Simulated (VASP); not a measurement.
Here is a VASP 6.6.1 calculation.

File INCAR:

```
ALGO = Normal
EDIFF = 1E-7
EDIFFG = -0.005
ENCUT = 600
GGA = PS
IBRION = 2
ISIF = 3
ISMEAR = 0
LASPH = T
LCHARG = F
LREAL = F
LWAVE = F
NELM = 80
NSW = 90
PREC = Accurate
SIGMA = 0.03
```

The input KPOINTS:

```
k-points
0
Gamma
  8 8 8
```

File POSCAR:

```
CdTe                                    
1.0
    0.0000000000      3.2477981882      3.2477981882
    3.2477981882      0.0000000000      3.2477981882
    3.2477981882      3.2477981882      0.0000000000
  Cd              Te            
     1     1
Direct
     0.0000000000000000    0.0000000000000000    0.0000000000000000
     0.2500000000000000    0.2500000000000000    0.2500000000000000
```

Potentials or basis: VASP PAW PBE potentials, release 64 (Cd, Te).

Run with:

```sh
$ cat potpaw_PBE.64/Cd/POTCAR potpaw_PBE.64/Te/POTCAR > POTCAR
$ mpirun -np 1 vasp_std > vasp.out
```

**Question.** Estimate the band gap on the k mesh.

**Answer.** 0.64 eV, direct.

Final structure:
```cif
data_structure
_symmetry_space_group_name_H-M 'P 1'
_symmetry_Int_Tables_number 1
_cell_length_a 4.5931
_cell_length_b 4.5931
_cell_length_c 4.5931
_cell_angle_alpha 60.000
_cell_angle_beta 60.000
_cell_angle_gamma 60.000
_cell_volume 68.52
loop_
_atom_site_label
_atom_site_type_symbol
_atom_site_fract_x
_atom_site_fract_y
_atom_site_fract_z
_atom_site_occupancy
Cd1 Cd 0.00000 0.00000 0.00000 1
Te1 Te 0.25000 0.25000 0.25000 1
```

Caveat: the relaxation stopped at its first step, so nothing moved; spin-orbit coupling is left out, which moves the levels of the heavy elements.
